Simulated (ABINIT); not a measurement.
# Au (Fm-3m) in ABINIT: further runs, part 2 of 2

ABINIT 10.8.3 (patched build).

**3. Band structure, AM05**

File run.abi:

```
# Datasets: ground state, then fixed potential
ndtset 2

# Pseudopotentials
pp_dirpath "./"
pseudos "Au.upf"

# Structure
acell 3*1.0 Angstrom
rprim
     0.0000000000     2.0350000000     2.0350000000
     2.0350000000     0.0000000000     2.0350000000
     2.0350000000     2.0350000000     0.0000000000
ntypat 1
znucl 79
natom 1
typat 1
xred
     0.0000000000     0.0000000000     0.0000000000

# Plane-wave basis
ecut 38.0

# Exchange and correlation
ixc -120135

# Bands and occupations
occopt 3
tsmear 0.00183747

# SCF cycle
nstep 100

# Output
iomode 3
prtwf 0
prteig 0
prtebands 0
prtden1 1

# Dataset 1
kptopt1 1
ngkpt1 11 11 11
nshiftk1 1
shiftk1 0.0 0.0 0.0
nband1 14
tolvrs1 1.0e-10

# Dataset 2: bands along G-X-W-K-G-L-U-W-L-K
iscf2 -2
getden2 1
nband2 18
nbdbuf2 2
tolwfr2 1.0e-12
kptopt2 -9
ndivsm2 6
prteig2 1
prtvol2 -3
kptbounds2
     0.0000000000     0.0000000000     0.0000000000
     0.5000000000     0.0000000000     0.5000000000
     0.5000000000     0.2500000000     0.7500000000
     0.3750000000     0.3750000000     0.7500000000
     0.0000000000     0.0000000000     0.0000000000
     0.5000000000     0.5000000000     0.5000000000
     0.6250000000     0.2500000000     0.6250000000
     0.5000000000     0.2500000000     0.7500000000
     0.5000000000     0.5000000000     0.5000000000
     0.3750000000     0.3750000000     0.7500000000
```

Potentials or basis: PseudoDojo NC SR PBEsol v0.4.1 standard.

Run with:

```console
$ abinit run.abi > log 2>&1
```

Wall time 47 s (1 thread of Arm Neoverse V2, shared host); peak memory 0.1 GiB.

It converged, with:

```yaml
Free_energy: -4009.1303 eV
Pressure: 0.6 GPa
Band_gap_on_the_k_mesh: none (metal or under the smearing width)
Valence_electrons_inside_the_program's_atomic_spheres: Au 15.59 (radii [1.0584] Å)
```

Levels at the corners of the path, in eV from the Fermi level:
```
point  band 7  band 8  band 9  band 10  band 11  band 12
    Γ   -4.73   -4.73   -3.17    -3.17    14.38    18.48
    X   -1.99   -1.62   -1.62     0.92     5.85    10.00
    W   -5.23   -3.34   -1.61     4.76     6.31     6.31
    K   -3.88   -2.88   -2.08     3.86     4.67     7.47
    Γ   -4.73   -4.73   -3.17    -3.17    14.38    18.48
    L   -4.77   -1.94   -1.94    -1.10     3.13    13.83
    U   -3.88   -2.88   -2.08     3.86     4.67     7.47
    W   -5.23   -3.34   -1.61     4.76     6.31     6.31
    L   -4.77   -1.94   -1.94    -1.10     3.13    13.83
    K   -3.88   -2.88   -2.08     3.86     4.67     7.47
```

Caveat: the potentials were made for another functional, which shifts forces and pressure; spin-orbit coupling is left out, which moves the levels of the heavy elements.

**4. Band structure, revPBE**

run.abi: that of step 3 with these lines changed.

```diff
@@ -1,9 +1,6 @@
-# Datasets: ground state, then fixed potential
 ndtset 2
 
-# Pseudopotentials
 pp_dirpath "./"
-pseudos "Au.upf"
+pseudos "Au.GGA_PBE-JTH.xml"
 
-# Structure
 acell 3*1.0 Angstrom
@@ -17,19 +14,15 @@
 typat 1
-xred
-     0.0000000000     0.0000000000     0.0000000000
+xcart
+     0.0000000000     0.0000000000     0.0000000000 Angstrom
 
-# Plane-wave basis
-ecut 38.0
+ecut 25.0
+pawecutdg 47.0
 
-# Exchange and correlation
-ixc -120135
+ixc 14
 
-# Bands and occupations
 occopt 3
-tsmear 0.00183747
+tsmear 0.05 eV
 
-# SCF cycle
 nstep 100
 
-# Output
 iomode 3
@@ -38,5 +31,5 @@
 prtebands 0
+enunit 1
 prtden1 1
 
-# Dataset 1
 kptopt1 1
@@ -45,9 +38,8 @@
 shiftk1 0.0 0.0 0.0
-nband1 14
-tolvrs1 1.0e-10
+nband1 10
+tolvrs1 1.0e-9
 
-# Dataset 2: bands along G-X-W-K-G-L-U-W-L-K
 iscf2 -2
 getden2 1
-nband2 18
+nband2 14
 nbdbuf2 2
@@ -55,3 +47,3 @@
 kptopt2 -9
-ndivsm2 6
+ndivsm2 5
 prteig2 1
```

Potentials or basis: JTH PAW PBE v2.0.

Run with:

```console
$ abinit run.abi > log 2>&1
```

run.abo:

```text
.Version 10.8.3 of ABINIT
 DATASET    1 : space group Fm -3 m (#225); Bravais cF (face-center cubic)
================================================================================
 Values of the parameters that define the memory need for DATASET  1.
     intxc =       0    ionmov =       0      iscf =      17    lmnmax =      18
     lnmax =       6     mgfft =      27  mpssoang =       3    mqgrid =    3001
     natom =       1  nloc_mem =       2    nspden =       1   nspinor =       1
    nsppol =       1      nsym =      48    n1xccc =       1    ntypat =       1
    occopt =       3   xclevel =       2
       mpw =         690          nfft =       19683          nkpt =          56
 PAW method is used; the additional fine FFT grid is defined by:
   mgfftf=        36    nfftf =     46656
================================================================================
================================================================================

 DATASET    2 : space group Fm -3 m (#225); Bravais cF (face-center cubic)
================================================================================
 Values of the parameters that define the memory need for DATASET  2.
     intxc =       0    ionmov =       0      iscf =      -2    lmnmax =      18
     lnmax =       6     mgfft =      27  mpssoang =       3    mqgrid =    3001
     natom =       1  nloc_mem =       2    nspden =       1   nspinor =       1
[... 868 lines left out ...]
  -1.42291    2.97469    3.48848    3.48848    4.49719    4.90111   23.75106   25.68363
  26.53632   26.53632   33.42602   33.87908   33.87910   35.06635
 kpt#   5, nband= 14, wtk=  1.00000, kpt=  0.1429  0.0000  0.1429 (reduced coord)
  -1.02651    2.78683    3.67446    3.67446    4.30930    4.98862   24.17578   25.17021
  25.92279   25.92279   31.52634   33.57473   33.57474   36.56966
 kpt#   6, nband= 14, wtk=  1.00000, kpt=  0.1786  0.0000  0.1786 (reduced coord)
  -0.54628    2.56992    3.90831    3.90831    4.11677    5.09488   24.67014   24.78769
[... 230 lines left out ...]
   1.47386    2.68109    3.80563    4.00452    5.86772   10.41979   11.18052   19.90181
  23.47507   24.45813   33.74170   34.18705   36.55802   39.55045
 kpt#  84, nband= 14, wtk=  1.00000, kpt=  0.4167  0.4167  0.6667 (reduced coord)
   1.62225    2.57540    3.59883    4.30427    5.82966   10.96111   11.55967   18.45593
  22.76826   24.88478   34.09150   34.54780   35.53823   40.82139
 kpt#  85, nband= 14, wtk=  1.00000, kpt=  0.4028  0.4028  0.6944 (reduced coord)
   1.62938    2.44653    3.63066    4.60847    5.80624   11.21721   12.27061   17.04920
  22.06420   25.27248   34.19029   34.87599   34.91187   41.55230
 kpt#  86, nband= 14, wtk=  1.00000, kpt=  0.3889  0.3889  0.7222 (reduced coord)
   1.54932    2.26612    3.84857    4.88031    5.81589   11.52567   12.84735   15.88215
  21.40366   25.57912   33.30694   35.16058   35.44298   41.75694
 kpt#  87, nband= 14, wtk=  1.00000, kpt=  0.3750  0.3750  0.7500 (reduced coord)
   1.44733    2.07771    4.11251    5.07403    5.88129   11.96044   12.72160   15.51022
  20.82809   25.78952   32.34452   35.40481   36.17186   41.90112

== END DATASET(S) ==============================================================
================================================================================

 -outvars: echo values of variables after computation  --------
            acell      1.8897261259E+00  1.8897261259E+00  1.8897261259E+00 Bohr
           etotal1    -3.4108920218E+01
            fcart1    -0.0000000000E+00 -0.0000000000E+00 -0.0000000000E+00
            rprim      0.0000000000E+00  2.0350000000E+00  2.0350000000E+00
                       2.0350000000E+00  0.0000000000E+00  2.0350000000E+00
                       2.0350000000E+00  2.0350000000E+00  0.0000000000E+00
           strten1    -4.7187847094E-04 -4.7187847094E-04 -4.7187847094E-04
                       0.0000000000E+00  0.0000000000E+00  0.0000000000E+00
 Calculation completed.
```

Wall time 38 s (1 thread of Arm Neoverse V2, shared host); peak memory 0.11 GiB.

Results:

```yaml
Free_energy: -928.1510 eV
Pressure: 13.9 GPa
Band_gap_on_the_k_mesh: none (metal or under the smearing width)
Valence_electrons_inside_the_program's_atomic_spheres: Au 9.51 (radii [1.3275] Å)
```

Levels at the corners of the path, in eV from the Fermi level:
```csv
point,band 2,band 3,band 4,band 5,band 6,band 7,band 8,band 9
Γ,-4.79,-4.79,-4.79,-3.26,-3.26,15.11,19.10,19.10
X,-6.89,-2.08,-1.70,-1.70,0.99,5.84,10.19,10.19
W,-5.27,-5.27,-3.41,-1.70,4.81,6.34,6.34,9.47
K,-5.96,-3.93,-2.97,-2.16,3.92,4.68,7.47,12.79
Γ,-4.79,-4.79,-4.79,-3.26,-3.26,15.11,19.10,19.10
L,-4.84,-4.84,-2.03,-2.03,-1.03,3.10,14.45,17.57
U,-5.96,-3.93,-2.97,-2.16,3.92,4.68,7.47,12.79
W,-5.27,-5.27,-3.41,-1.70,4.81,6.34,6.34,9.47
L,-4.84,-4.84,-2.03,-2.03,-1.03,3.10,14.45,17.57
K,-5.96,-3.93,-2.97,-2.16,3.92,4.68,7.47,12.79
```

Caveat: the PAW data sets were made with another functional, which shifts forces and pressure a little; spin-orbit coupling is left out, which moves the levels of the heavy elements.

**5. Equation of state, LDA**

File run.abi:

```
ndtset 7
getwfk -1
scalecart1 3*0.9795861087
scalecart2 3*0.9864848297
scalecart3 3*0.9932883884
scalecart4 3*1.0000000000
scalecart5 3*1.0066227096
scalecart6 3*1.0131594038
scalecart7 3*1.0196128224

pp_dirpath "./"
pseudos "Au.LDA_PW-JTH.xml"

acell 5.4384893002 5.4384893002 5.4384893002
rprim
     0.0000000000     0.7071067812     0.7071067812
     0.7071067812     0.0000000000     0.7071067812
     0.7071067812     0.7071067812     0.0000000000
ntypat 1
znucl 79
natom 1
typat 1
xred
     0.0000000000     0.0000000000     0.0000000000

ecut 25.0
pawecutdg 47.0

kptopt 1
ngkpt 11 11 11
nshiftk 1
shiftk 0.0 0.0 0.0

ixc 7

nband 10
occopt 3
tsmear 0.05 eV

nstep 100
tolvrs 1.0e-9

iomode 3
prtwf 1
prtden 0
prteig 0
prtebands 0
```

Potentials or basis: JTH PAW LDA v2.0.

Run with:

```console
$ abinit run.abi > log 2>&1
```

Wall time 81 s (1 thread of Arm Neoverse V2, shared host); peak memory 0.13 GiB.

Results (log left out):

* Equilibrium volume: 16.60 Å³/atom
* Bulk modulus: 196 GPa
* Pressure derivative of the bulk modulus: 5.8

Energy against volume, from the lowest point:
| volume (Å³/atom) | energy (meV/atom) |
| --- | --- |
| 15.843 | 23.11 |
| 16.181 | 6.57 |
| 16.518 | 0.00 |
| 16.855 | 2.11 |
| 17.192 | 11.77 |
| 17.529 | 27.98 |
| 17.866 | 49.91 |

Caveat: pressures at fixed basis lie under the slope of the energies.

**6. Overview**

| task | level | potentials or basis | cutoff (eV) | fine-grid cutoff | gap on the mesh (eV) | pressure (GPa) |
| --- | --- | --- | --- | --- | --- | --- |
| band structure | BP86 | PseudoDojo NC SR PBE v0.4.1 standard | 1034 | - | none | 11.8 |
| band structure | AM05 | PseudoDojo NC SR PBEsol v0.4.1 standard | 1034 | - | none | 0.6 |
| band structure | revPBE | JTH PAW PBE v2.0 | 680 | 1278.94 eV | none | 13.9 |
| equation of state | LDA | JTH PAW LDA v2.0 | 680 | 1278.94 eV | - | - |

Alike in all rows: no spin polarisation; cell as given; k mesh 11 × 11 × 11; smearing fermi-dirac 0.05 eV.

Caveats: spin-orbit coupling is left out, which moves the levels of the heavy elements (some runs); the potentials were made for another functional, which shifts forces and pressure (some runs); the PAW data sets were made with another functional, which shifts forces and pressure a little (some runs); pressures at fixed basis lie under the slope of the energies (some runs).

Total energies depend on the potentials used, so only differences within one code and one set of settings carry meaning.

**7. How close it comes**

Step 5. A measured bulk modulus of Au is 167 GPa (quoted in “Exploring toroidal anvil profiles for larger sample volumes above 4 Mbar”, 2024, pmc:11102561); the calculated 196 GPa misses it by +17.5 %. The fit is for a static lattice scaled at fixed shape and fixed fractional positions.
